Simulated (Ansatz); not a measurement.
# KI: a vibration from a frozen displacement

Computed with DFT PBEsol, scalar-relativistic, plane waves, PAW (Ansatz 0.2.0). Cutoff 420 eV, Γ-centred 6×6×6 k-points, Gaussian smearing of 0.05 eV. Spin–orbit coupling is left out, which matters for the heavy elements here. No spin polarisation. Energies are free energies at this smearing, counted from the undisturbed cell; pressure is positive in compression.

Zero of the scan (as given, not relaxed at this level; it stands at -0.6 GPa; this CsCl-type form isn't the usual structure):

```
K I
1.0
     4.29120    0.00000    0.00000
     0.00000    4.29120    0.00000
     0.00000    0.00000    4.29120
K I
1 1
Direct
  0.00000 0.00000 0.00000
  0.50000 0.50000 0.50000
```

Every K atom is moved by x along the Cartesian unit vector (0.707, 0.707, 0.000); the cell and all other atoms stay fixed. The cell's volume is 79.02 Å³; the moved atoms weigh 39.098 u together and the others 126.904 u. Some rows repeat others by symmetry and weren't run.

| x (Å) | ΔE (meV/cell) | total force on the moved atoms along the move (eV/Å) | pressure (GPa) |
| --- | --- | --- | --- |
| -0.3000 | 22.68 | 0.1666 | -0.2768 |
| -0.2625 | 16.95 | 0.1394 | -0.3519 |
| -0.2250 | 12.19 | 0.1148 | -0.4162 |
| -0.1875 | 8.31 | 0.0923 | -0.4699 |
| -0.1500 | 5.24 | 0.0717 | -0.5135 |
| -0.1125 | 2.91 | 0.0526 | -0.5472 |
| -0.0750 | 1.28 | 0.0345 | -0.5711 |
| -0.0375 | 0.32 | 0.0171 | -0.5853 |
| 0.0000 | 0.00 | 0.0000 | -0.5901 |
| 0.0375 | 0.32 | -0.0171 | -0.5853 |
| 0.0750 | 1.28 | -0.0345 | -0.5711 |
| 0.1125 | 2.91 | -0.0526 | -0.5472 |
| 0.1500 | 5.24 | -0.0717 | -0.5135 |
| 0.1875 | 8.31 | -0.0923 | -0.4699 |
| 0.2250 | 12.19 | -0.1148 | -0.4162 |
| 0.2625 | 16.95 | -0.1394 | -0.3519 |
| 0.3000 | 22.68 | -0.1666 | -0.2768 |

Question: What frequency belongs to this motion?

Answer: The force constant is k = −dF/dx = 0.456 eV/Å², from the parabola through x = -0.0375, 0 and 0.0375. In every cell the moved atoms swing against the rest, so the mass is μ = m₁m₂/(m₁ + m₂) = 29.890 u, and ν̃ = 521.5 cm⁻¹ × √(|k|/μ) = 64 cm⁻¹. To first order in x, and within 1 %, the force on every atom lies along the move and, within each of the two groups, in proportion to the atom's mass, so this is itself a mode at the zone centre of this cell, taken without macroscopic field (the transverse frequency in a polar insulator).

Question: How far does the harmonic law reach?

Answer: At x = -0.300 Å, kx²/2 = 20.53 meV against the computed 22.68 meV (+10.5 %): the well stiffens in this direction at large amplitude.